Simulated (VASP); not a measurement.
Crystal: LiCl.

```
Li Cl
1.0
     0.00000    2.54212    2.54212
     2.54212    0.00000    2.54212
     2.54212    2.54212    0.00000
Li Cl
1 1
Direct
  0.00000 0.00000 0.00000
  0.50000 0.50000 0.50000
```

The cell is a database's computed one.

```yaml
Program: VASP 6.6.1
Task: relaxation of cell and atoms
Functional: LDA
Potentials_or_basis: VASP PAW LDA potentials, release 64 (Li_sv, Cl)
Cutoff: 600 eV
k_mesh: 8 × 8 × 8
Occupations: gaussian, width 0.02 eV
Spin: no spin polarisation
```

At the start: pressure -2.6 GPa; volume 16.43 Å³/atom.

Q: Where does the relaxation end?

A: Over 4 steps the energy falls by 10.0 meV/atom and the volume is 15.26 Å³/atom (-7.1 %); space group Fm-3m (No. 225, to 0.05 Å).

Step by step:
| step | energy change (eV) | largest force (eV/Å) | pressure (GPa) | volume (Å³) |
| --- | --- | --- | --- | --- |
| 1 | 0.0000 | 0.0000 | -2.57 | 32.86 |
| 2 | -0.0152 | 0.0000 | -1.35 | 31.62 |
| 3 | -0.0200 | 0.0000 | -0.08 | 30.58 |
| 4 | -0.0200 | 0.0000 | 0.01 | 30.52 |

Final structure:
```
Li Cl
1.0
     0.00000    2.48038    2.48038
     2.48038    0.00000    2.48038
     2.48038    2.48038    0.00000
Li Cl
1 1
Direct
  0.00000 0.00000 0.00000
  0.50000 0.50000 0.50000
```

Caveat: the cutoff is under 1.25 times the usual one of these potentials, so pressure, stress and relaxed cells hold a basis-set (Pulay) error.
